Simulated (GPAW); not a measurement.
# NaF (Villiaumite): G0W0 with GPAW, start to end

How does a plane-wave GW calculation on NaF (Villiaumite) run from the first input to the gap?

Main program and level: GPAW 26.7.0; PBE and many-body steps on it, plane waves.

Report form: the programs' logs are mostly left out.

The database entry behind the starting cell differs from later determinations by our own check (0.1 to 0.3 % short, probably kX units), so it need not match the best structure at ambient conditions.

## Step 1: The starting structure

Symmetry: Fm-3m, No. 225, cubic system. Conventional cell: a = 4.620 Å, b = 4.620 Å, c = 4.620 Å, α = 90.00°, β = 90.00°, γ = 90.00°. Nearest to Na lie 6 F at 2.31 Å. F has 6 Na at 2.31 Å nearest. Farther neighbours and most contacts between anions are not listed.

As a file:

```cif
data_structure
_symmetry_space_group_name_H-M 'P 1'
_symmetry_Int_Tables_number 1
_cell_length_a 3.2668
_cell_length_b 3.2668
_cell_length_c 3.2668
_cell_angle_alpha 60.000
_cell_angle_beta 60.000
_cell_angle_gamma 60.000
_cell_volume 24.65
loop_
_atom_site_label
_atom_site_type_symbol
_atom_site_fract_x
_atom_site_fract_y
_atom_site_fract_z
_atom_site_occupancy
Na1 Na 0.00000 0.00000 0.00000 1
F2 F 0.50000 0.50000 0.50000 1
```

The cell and positions come from the Crystallography Open Database and are kept as given unless a step says otherwise.

## Step 2: Ground state

This step: GPAW 26.7.0; DFT, PBE, plane waves, PAW.

The ground-state density comes first.

Contents of run.py:

```python
import json
import numpy as np
from gpaw.mpi import world
from ase import Atoms
from gpaw import GPAW, PW, FermiDirac

atoms = Atoms(['Na', 'F'],
    cell=[[0.0000000000, 2.3100000000, 2.3100000000],
      [2.3100000000, 0.0000000000, 2.3100000000],
      [2.3100000000, 2.3100000000, 0.0000000000]],
    scaled_positions=[[0.0000000000, 0.0000000000, 0.0000000000],
      [0.5000000000, 0.5000000000, 0.5000000000]],
    pbc=(True, True, True))
calc = GPAW(mode=PW(600),
    xc='PBE',
    kpts={'size': (8, 8, 8), 'gamma': True},
    occupations=FermiDirac(0.001),
    nbands=-7,
    convergence={'density': 1e-6, 'bands': -3},
    maxiter=100,
    txt='gs.txt')
atoms.calc = calc
res = {'energy': atoms.get_potential_energy()}
kpts = calc.get_ibz_k_points()
res['kpts'] = kpts
res['eigenvalues'] = [calc.get_eigenvalues(kpt=k) for k in range(len(kpts))]
res['n_electrons'] = calc.get_number_of_electrons()
calc.write('gs.gpw')

if world.rank == 0:
    with open('result.json', 'w') as f:
        json.dump(res, f, default=lambda x: x.tolist())
```

Run with:

```bash
$ mpirun -n 4 gpaw python run.py
```

Run time: 4.1 s. Hardware: 4 MPI ranks of Arm Neoverse V2, shared host; peak memory 0.6 GiB; 16 s of CPU time.

Numbers from this step:

- total energy: -8.490 eV
- gap: 6.378 eV
- k of the valence top: 0, 0, 0
- k of the conduction bottom: 0, 0, 0
- least direct gap: 6.378 eV

The gap is direct, at Γ.

## Step 3: Bands along the symmetry lines

The cheap functional maps the bands first; the places of the edges decide which points the dearer methods must see.

Contents of run.py:

```python
import json
import numpy as np
from gpaw.mpi import world
from gpaw import GPAW

path = [[0.000000, 0.000000, 0.000000],
    [0.062500, 0.000000, 0.062500],
    [0.125000, 0.000000, 0.125000],
    [0.187500, 0.000000, 0.187500],
    [0.250000, 0.000000, 0.250000],
    [0.312500, 0.000000, 0.312500],
    [0.375000, 0.000000, 0.375000],
    [0.437500, 0.000000, 0.437500],
    [0.500000, 0.000000, 0.500000],
    [0.515625, 0.031250, 0.515625],
    [0.531250, 0.062500, 0.531250],
    [0.546875, 0.093750, 0.546875],
    [0.562500, 0.125000, 0.562500],
    [0.578125, 0.156250, 0.578125],
    [0.593750, 0.187500, 0.593750],
    [0.609375, 0.218750, 0.609375],
    [0.625000, 0.250000, 0.625000],
    [0.375000, 0.375000, 0.750000],
    [0.328125, 0.328125, 0.656250],
    [0.281250, 0.281250, 0.562500],
    [0.234375, 0.234375, 0.468750],
    [0.187500, 0.187500, 0.375000],
    [0.140625, 0.140625, 0.281250],
    [0.093750, 0.093750, 0.187500],
    [0.046875, 0.046875, 0.093750],
    [0.000000, 0.000000, 0.000000],
    [0.062500, 0.062500, 0.062500],
    [0.125000, 0.125000, 0.125000],
    [0.187500, 0.187500, 0.187500],
    [0.250000, 0.250000, 0.250000],
    [0.312500, 0.312500, 0.312500],
    [0.375000, 0.375000, 0.375000],
    [0.437500, 0.437500, 0.437500],
    [0.500000, 0.500000, 0.500000],
    [0.500000, 0.468750, 0.531250],
    [0.500000, 0.437500, 0.562500],
    [0.500000, 0.406250, 0.593750],
    [0.500000, 0.375000, 0.625000],
    [0.500000, 0.343750, 0.656250],
    [0.500000, 0.312500, 0.687500],
    [0.500000, 0.281250, 0.718750],
    [0.500000, 0.250000, 0.750000],
    [0.500000, 0.218750, 0.718750],
    [0.500000, 0.187500, 0.687500],
    [0.500000, 0.156250, 0.656250],
    [0.500000, 0.125000, 0.625000],
    [0.500000, 0.093750, 0.593750],
    [0.500000, 0.062500, 0.562500],
    [0.500000, 0.031250, 0.531250],
    [0.500000, 0.000000, 0.500000]]
calc = GPAW('gs.gpw').fixed_density(kpts=path,
    symmetry='off',
    nbands=17,
    convergence={'bands': 13},
    txt='bands.txt')
res = {}
kpts = calc.get_ibz_k_points()
res['kpts'] = kpts
res['eigenvalues'] = [calc.get_eigenvalues(kpt=k) for k in range(len(kpts))]
res['n_electrons'] = calc.get_number_of_electrons()

if world.rank == 0:
    with open('result.json', 'w') as f:
        json.dump(res, f, default=lambda x: x.tolist())
```

Run with:

```bash
$ mpirun -n 4 gpaw python run.py
```

The job ended after 3.9 s (4 MPI ranks; peak memory 0.53 GiB; 15 s of CPU time).

Numbers from this step:

```yaml
gap: 6.378 eV
k_of_the_valence_top: 0, 0, 0
k_of_the_conduction_bottom: 0, 0, 0
least_direct_gap: 6.378 eV
```

The gap is 6.378 eV, as in the run before at this level.

The electronic bands at the labelled points (eV, zero at the top of the highest filled band; v1 is the highest filled band, c1 the lowest empty one):

```tsv
point	v4	v3	v2	v1	c1	c2	c3	c4
Γ	-18.87	0.00	0.00	0.00	6.38	19.08	19.08	19.08
halfway	-18.50	-0.91	-0.21	-0.21	8.82	15.08	19.31	19.59
X	-18.93	-1.28	-0.41	-0.41	13.28	13.37	13.73	20.02
halfway	-18.68	-1.22	-0.54	-0.40	13.29	13.33	14.03	19.63
U	-18.46	-1.06	-0.84	-0.37	12.93	13.35	14.85	19.53
jump to K	-18.46	-1.06	-0.84	-0.37	12.93	13.35	14.85	19.53
halfway	-18.35	-1.02	-0.33	-0.17	9.03	14.83	18.42	21.05
Γ	-18.87	0.00	0.00	0.00	6.38	19.08	19.08	19.08
halfway	-18.41	-0.91	-0.13	-0.13	8.26	15.26	19.89	19.89
L	-18.13	-1.61	-0.26	-0.26	10.87	12.59	20.34	20.34
halfway	-18.28	-1.32	-0.58	-0.34	11.88	12.84	17.28	19.17
W	-18.44	-0.88	-0.88	-0.58	13.33	13.33	15.35	17.04
halfway	-18.59	-1.17	-0.55	-0.49	13.29	13.36	14.32	18.59
X	-18.93	-1.28	-0.41	-0.41	13.28	13.37	13.73	20.02
```

## Step 4: Empty states on the mesh, 6×6×6 mesh, 139 bands

The sums over transitions need many empty states on a uniform mesh; this step solves for them.

Contents of run.py:

```python
import json
import numpy as np
from gpaw.mpi import world
from gpaw import GPAW

calc = GPAW('gs.gpw').fixed_density(kpts={'size': (6, 6, 6), 'gamma': True},
    parallel={'domain': 1, 'band': 1},
    txt='nscf.txt')
calc.diagonalize_full_hamiltonian(nbands=139)
calc.write('full.gpw', mode='all')
res = {}
kpts = calc.get_ibz_k_points()
res['kpts'] = kpts
res['eigenvalues'] = [calc.get_eigenvalues(kpt=k) for k in range(len(kpts))]
res['n_electrons'] = calc.get_number_of_electrons()

if world.rank == 0:
    with open('result.json', 'w') as f:
        json.dump(res, f, default=lambda x: x.tolist())
```

Run with:

```bash
$ mpirun -n 4 gpaw python run.py
```

Elapsed: 5.6 s, on 4 MPI ranks; peak memory 0.87 GiB; 22 s of CPU time.

This step gave:

- gap: 6.378 eV
- k of the valence top: 0, 0, 0
- k of the conduction bottom: 0, 0, 0
- least direct gap: 6.378 eV
- k points computed: 16
- lowest point of the top converged band, above the valence top: 166.4489 eV

On this mesh the gap is 6.378 eV.

## Step 5: Screening and self-energy, 6×6×6 mesh, 129 bands, screening to 175 eV

G0W0 replaces the xc potential by the self-energy, built once from these orbitals. Only a window of levels is corrected, while the sums run over the empty bands that the input names.

This step: G0W0 on PBE, plane waves, PAW.

Contents of run.py:

```python
import json
import numpy as np
from gpaw.mpi import world
from gpaw.response.g0w0 import G0W0

gw = G0W0('full.gpw',
    filename='gw',
    kpts=[0],
    bands=(5, 9),
    ecut=175,
    nbands=129,
    integrate_gamma='WS',
    ppa=True)
gw.calculate()
res = {mode: {k: v for k, v in r.items() if k != 'sigma_eskwn'}
       for mode, r in gw.all_results.items()}

if world.rank == 0:
    with open('result.json', 'w') as f:
        json.dump(res, f, default=lambda x: x.tolist())
```

Run with:

```bash
$ mpirun -n 4 gpaw python run.py
```

The job ended after 59 s (4 MPI ranks; peak memory 1.1 GiB; 3.9 min of CPU time).

This step gave:

```
G0W0 gap on the points computed              : 10.54 eV
least direct G0W0 gap on the computed points : 10.54 eV
Z at the valence top                         : 0.8158
Z at the conduction bottom                   : 0.9039
starting gap on the mesh                     : 6.378 eV
k of the valence top                         : 0, 0, 0
k of the conduction bottom                   : 0, 0, 0
```

The gap on the mesh goes from 6.38 eV to 10.54 eV, a correction of +4.17 eV.

Limits: finite bands, cutoff and mesh. v1 is the top filled band, c1 the lowest empty one. Levels before and after the correction, in eV, zero at the valence-band top of each column:

```tsv
	conduction bottom	valence top
Kohn-Sham	6.38	0.00
G0W0	10.54	0.00
```

```tsv
	level	energy (eV)
Kohn-Sham	Γ v2-v1	0.000
Kohn-Sham	Γ c1	6.378
Kohn-Sham	Γ c2	19.082
G0W0	Γ v2-v1	0.000
G0W0	Γ c1	10.545
G0W0	Γ c2	23.439
```

## Step 6: Where the time went

Times are wall times on 4 MPI ranks of Arm Neoverse V2, shared host, good to a factor of about two.

```tsv
step	time	share	memory (GiB)
ground state	4.1 s	6 %	0.6
bands along the symmetry lines	3.9 s	5 %	0.53
empty states on the mesh	5.6 s	8 %	0.87
screening and self-energy	59 s	81 %	1.1
```

## Step 7: Results

| Property | Result |
| --- | --- |
| PBE gap | 6.38 eV, direct |
| G0W0 gap on the mesh | 10.54 eV |
| GW settings | 6×6×6 mesh, 129 bands, screening to 175 eV, Godby-Needs plasmon pole |
| known limits | not at the basis limit |

G0W0 moves the gap on the mesh from 6.38 eV to 10.54 eV (+4.17 eV), with Z of 0.82 and 0.90 at the edges. Only 1 of the mesh's irreducible points was corrected, so a valley elsewhere could overtake. The dearest step here is «screening and self-energy». Bands and cutoff are finite, so the gap is not at the basis limit. The miss can reach some tenths of an eV and take either sign; the mesh is an error of its own. These stock PAW sets were not made for GW. In the G0W0 run levels were corrected at 1 k point alone, so a gap called «on the mesh» is the least over those, and an edge elsewhere would be missed.

[Paths, hosts, dates, memory and timing lines, banners, echoed tables and standing remarks are left out of the program output.]

[Logs are printed without paths, hosts, clocks, repeated set-up lines and the standing remarks that a program may print on its own settings, such as how far it seeks lower states.]

[Runs of the session that timed out or met a known fault of the program may be left out.]

[Hosts, paths, dates, database ids (printed as entryN), source tags and the programs' standing remarks are cut or masked in the printed files.]
